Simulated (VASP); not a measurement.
# BaS (Fm-3m) in VASP: further runs

Aim: see how the results for BaS move with the level of theory and the settings. Levels: PBEsol, PBEsol+D4, PBE. Tasks: single point.

All numbers are computed with VASP 6.6.1; they aren't measurements. Logs are shortened: lines on timing, memory, paths and dates and some standing lists are left out, and cuts for length are marked.

**The experiment to reproduce.**

A printed reference work, monograph, original work of 1988 reports, for a bulk crystal of BaS at 2 K: band gap 3.806 eV (indirect).

The results are compared with them further down.

**1. The cell of the first run**

It takes space group Fm-3m (No. 225, cubic). The conventional cell has a = 6.430 Å, b = 6.430 Å, c = 6.430 Å, α = 90.00°, β = 90.00°, γ = 90.00°. Within 4.2 Å of Ba (site symmetry m-3m) lie 6 S at 3.21 Å. Within 4.2 Å of S (site symmetry m-3m) lie 6 Ba at 3.21 Å.

**2. Single point, PBEsol (volume scaled by 1.02)**

INCAR reads:

```
PREC = Accurate
ENCUT = 520
EDIFF = 1E-7
ISMEAR = -1
SIGMA = 0.05
LREAL = F
LASPH = T
NELM = 60
ALGO = Normal
ISIF = 2
LWAVE = F
LCHARG = F
GGA = PS
NBANDS = 15
```

KPOINTS reads:

```
regular mesh
0
Gamma
  7 7 7
```

POSCAR reads:

```
BaS
1.0
    0.0000000000      3.2149012787      3.2149012787
    3.2149012787      0.0000000000      3.2149012787
    3.2149012787      3.2149012787      0.0000000000
Ba S
1 1
Direct
    0.0000000000      0.0000000000      0.0000000000
    0.5000000000      0.5000000000      0.5000000000
```

Potentials or basis: VASP PAW PBE potentials, release 64 (Ba_sv, S).

Started as:

```bash
$ cat potpaw_PBE.64/Ba_sv/POTCAR potpaw_PBE.64/S/POTCAR > POTCAR
$ mpirun -np 1 vasp_std > vasp.out
```

OUTCAR:

```text
PREC = Accurate
   ENCUT = 520
   EDIFF = 1E-7
   ISMEAR = -1
   LREAL = F
   LASPH = T
   NELM = 60
   ISIF = 2
   GGA = PS

 ion  position               nearest neighbor table
   1  0.000  0.000  0.000-   2 3.21   2 3.21   2 3.21   2 3.21   2 3.21   2 3.21
   2  0.500  0.500  0.500-   1 3.21   1 3.21   1 3.21   1 3.21   1 3.21   1 3.21

  LATTYP: Found a face centered cubic cell.
 ALAT       =     6.4298025574

  Lattice vectors:

 A1 = (   0.0000000000,   3.2149012787,   3.2149012787)
 A2 = (   3.2149012787,   0.0000000000,   3.2149012787)
 A3 = (   3.2149012787,   3.2149012787,   0.0000000000)

Analysis of symmetry for initial positions (statically):
=====================================================================
 Subroutine PRICEL returns:
 Original cell was already a primitive cell.

 Routine SETGRP: Setting up the symmetry group for a
 face centered cubic supercell.

 Subroutine GETGRP returns: Found 48 space group operations
 (whereof 48 operations were pure point group operations)
 out of a pool of 48 trial point group operations.

The static configuration has the point symmetry O_h .

Analysis of symmetry for dynamics (positions and initial velocities):
=====================================================================
 Subroutine PRICEL returns:
 Original cell was already a primitive cell.

 Routine SETGRP: Setting up the symmetry group for a
 face centered cubic supercell.

 Subroutine GETGRP returns: Found 48 space group operations
 (whereof 48 operations were pure point group operations)
 out of a pool of 48 trial point group operations.

The dynamic configuration has the point symmetry O_h .

 Subroutine INISYM returns: Found 48 space group operations
 (whereof 48 operations are pure point group operations),
 and found     1 'primitive' translations

----------------------------------------------------------------------------------------

                                     Primitive cell

  volume of cell :      66.4558

  direct lattice vectors                    reciprocal lattice vectors
     0.000000000  3.214901279  3.214901279    -0.155525771  0.155525771  0.155525771
     3.214901279  0.000000000  3.214901279     0.155525771 -0.155525771  0.155525771
     3.214901279  3.214901279  0.000000000     0.155525771  0.155525771 -0.155525771

  length of vectors
     4.546556990  4.546556990  4.546556990     0.269378537  0.269378537  0.269378537

  position of ions in fractional coordinates (direct lattice)
     0.000000000  0.000000000  0.000000000
     0.500000000  0.500000000  0.500000000
[... 82 lines left out ...]
   PSTRESS=    0.0 pullay stress
   NELECT =      16.0000    total number of electrons
   NUPDOWN=      -1.0000    fix difference up-down
   EMIN   =  10.00;   EMAX   =-10.00  energy-range for DOS
   EFERMI =   0.00;   METHOD = LEGACY
   ISMEAR =    -1;   SIGMA  =   0.05  broadening in eV -4-tet -1-fermi 0-gaus
   EFERMI_NEDOS =   21; number of points for ismear=-14 and -15
   IALGO  =     38    algorithm
   IMIX   =      4    mixing-type and parameters
     AMIX     =   0.40;   BMIX     =  1.00
     AMIX_MAG =   1.60;   BMIX_MAG =  1.00
  volume/ion in A,a.u.               =      33.23       224.23
  Fermi-wavevector in a.u.,A,eV,Ry     =   1.018444  1.924580 14.112348  1.037228
  Thomas-Fermi vector in A             =   2.151902
   LORBIT       =      0    0 simple, 1 ext, 2 COOP (PROOUT), +10 PAW based schemes
   GGA     = PS    functional components
   LHFCALC =     F    Hartree Fock is set to
   AEXX    =    0.0000 exact exchange contribution
   IVDW    =     0    specifies the selected vdW correction
   LEPSILON=     F    determine dielectric tensor
   LRPA    =     F    only Hartree local field effects (RPA)
 non-spin polarized calculation
  energy-cutoff  :      520.00
  volume of cell :       66.46
 maximum number of plane-waves:      1814
 NGX is ok and might be reduce to    36
   NGX = 17   NGY = 17   NGZ = 17

 number of electron      16.0000002 magnetization

 Free energy of the ion-electron system (eV)
  ---------------------------------------------------
  ext. energy  EPLUGINS =         0.00000000
  ---------------------------------------------------
  free energy    TOTEN  =       -10.71047431 eV

  energy without entropy =      -10.71047431  energy(sigma->0) =      -10.71047431

 E-fermi :   2.2397     XC(G=0):  -8.7405

 val. band max:        1.2404227092   @ k =   0.0000   0.0000   0.0000
 cond. band min:       3.3167034728   @ k =   0.4286   0.4286   0.0000
 fundamental gap:      2.0762807636
 Fermi energy:         2.2397042001

 k-point     1 :       0.0000    0.0000    0.0000
  band No.  band energies     occupation
      1     -24.8573      2.00000
      2      -9.9013      2.00000
      3      -9.9013      2.00000
      4      -9.9013      2.00000
      5      -9.0816      2.00000
      6       1.2404      2.00000
      7       1.2404      2.00000
      8       1.2404      2.00000
      9       4.5555      0.00000
     10       5.0234      0.00000
     11       5.0234      0.00000
     12       5.0234      0.00000
     13       5.9551      0.00000
     14       5.9551      0.00000
[... 329 lines left out ...]
      2     -10.5002      2.00000
      3     -10.2475      2.00000
      4     -10.1065      2.00000
      5      -8.4420      2.00000
      6       0.0994      2.00000
      7       0.6360      2.00000
      8       0.6915      2.00000
      9       5.0626      0.00000
     10       5.9643      0.00000
     11       7.4976      0.00000
     12       8.1622      0.00000
     13       8.3455      0.00000
     14      10.1611      0.00000
     15      11.2093      0.00000

------------------------ aborting loop because EDIFF is reached ----------------------------------------

  FORCE on cell =-STRESS in cart. coord.  units (eV):
  Direction    XX          YY          ZZ          XY          YZ          ZX
  --------------------------------------------------------------------------------------
  -------------------------------------------------------------------------------------
  Total       -0.5624107     -0.5624107     -0.5624107      0.0000000      0.0000000      0.0000000
  in kB      -13.5591119    -13.5591119    -13.5591119      0.0000000      0.0000000      0.0000000
  external PRESSURE =     -13.5591119 kB  Pullay stress =       0.0000000 kB

 VOLUME and BASIS-vectors are now :
 -----------------------------------------------------------------------------
  energy-cutoff  :      520.00
  volume of cell :       66.46
      direct lattice vectors                 reciprocal lattice vectors
     0.000000000  3.214901279  3.214901279    -0.155525771  0.155525771  0.155525771
     3.214901279  0.000000000  3.214901279     0.155525771 -0.155525771  0.155525771
     3.214901279  3.214901279  0.000000000     0.155525771  0.155525771 -0.155525771

 POSITION                                       TOTAL-FORCE (eV/Angst)
 -----------------------------------------------------------------------------------
      0.00000      0.00000      0.00000         0.000000      0.000000      0.000000
      3.21490      3.21490      3.21490        -0.000000     -0.000000     -0.000000
 -----------------------------------------------------------------------------------
    total drift:                                0.000000      0.000000      0.000000

  FREE ENERGIE OF THE ION-ELECTRON SYSTEM (eV)
  ---------------------------------------------------
  free  energy   TOTEN  =       -10.7104743090 eV

  energy  without entropy=      -10.7104743089  energy(sigma->0) =      -10.71047431
```

OSZICAR:

```text
N       E                     dE             d eps       ncg     rms          rms(c)
DAV:   1     0.787869954393E+02    0.78787E+02   -0.69773E+03   600   0.938E+02
DAV:   2    -0.633524221231E+01   -0.85122E+02   -0.78139E+02   828   0.169E+02
DAV:   3    -0.110738988593E+02   -0.47387E+01   -0.47069E+01   830   0.402E+01
DAV:   4    -0.111475206338E+02   -0.73622E-01   -0.73605E-01   766   0.510E+00
DAV:   5    -0.111494219216E+02   -0.19013E-02   -0.19013E-02   813   0.658E-01    0.446E+00
DAV:   6    -0.107121615060E+02    0.43726E+00   -0.57617E-01   691   0.461E+00    0.304E+00
DAV:   7    -0.107048791584E+02    0.72823E-02   -0.13846E-01   734   0.207E+00    0.172E+00
DAV:   8    -0.107107912694E+02   -0.59121E-02   -0.20960E-02   663   0.926E-01    0.261E-01
DAV:   9    -0.107099913161E+02    0.79995E-03   -0.28058E-03   803   0.321E-01    0.124E-01
DAV:  10    -0.107104573840E+02   -0.46607E-03   -0.55429E-04   635   0.153E-01    0.268E-02
DAV:  11    -0.107104733249E+02   -0.15941E-04   -0.37351E-05   761   0.364E-02    0.922E-03
DAV:  12    -0.107104743644E+02   -0.10395E-05   -0.28799E-06   663   0.109E-02    0.507E-03
DAV:  13    -0.107104743090E+02    0.55443E-07   -0.18616E-07   782   0.271E-03
   1 F= -.10710474E+02 E0= -.10710474E+02  d E =-.966964E-10
```

It took 9 s on 1 thread of Intel Xeon 6975P-C (Granite Rapids), shared host; peak memory 0.2 GiB.

Results:

| Property | Result |
| --- | --- |
| Free energy | -10.7105 eV |
| Pressure | -1.4 GPa |
| Band gap on the k mesh | 2.08 eV, indirect (least direct gap 2.24 eV) |

Caveat: the PAW data sets were made with another functional, which shifts forces and pressure a little; spin-orbit coupling is left out, which moves the levels of the heavy elements. A k mesh can miss the band edges.

(Part 1 of 2 ends here.)
